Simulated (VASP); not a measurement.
Runs of VASP 6.6.1 on Hg. Symmetry: I4/mmm, No. 139, tetragonal system. The conventional cell has a = 3.753 Å, b = 3.753 Å, c = 3.834 Å, α = 90.00°, β = 90.00°, γ = 90.00°. Hg (site symmetry 4/mmm) has 12 Hg at 3.27 to 3.75 Å as nearest neighbours. 

```tsv
task	level	potentials or basis	spin	cell	k mesh	cutoff (eV)	smearing	pressure (GPa)
single point	LDA	VASP PAW LDA potentials, release 64 (Hg)	off	as given	10 × 10 × 10	500	gaussian 0.02 eV	(a)
relaxation of cell and atoms	PW91	VASP PAW PBE potentials, release 64 (Hg)	SOC, no magnetisation	relaxed from: cell strained at random at fixed volume	7 × 7 × 7	600	methfessel-paxton 0.2 eV	0.0
relaxation of the atoms	revPBE+D4	VASP PAW PBE potentials, release 64 (Hg)	SOC, no magnetisation	atoms relaxed from: cell strained at random at fixed volume	7 × 7 × 7	520	methfessel-paxton 0.1 eV	-1.5
electrostatic potential	BLYP	VASP PAW PBE potentials, release 64 (Hg)	SOC, no magnetisation	as given	7 × 7 × 7	520	methfessel-paxton 0.1 eV	4.6
```

Problem. Estimate the missing entries.

Solution. (a) -4.1.

Caveats: the PAW data sets were made with another functional, which shifts forces and pressure a little (some runs); the relaxation stopped at its first step, so nothing moved (some runs).

Runs at the PBE level aren't shown here.
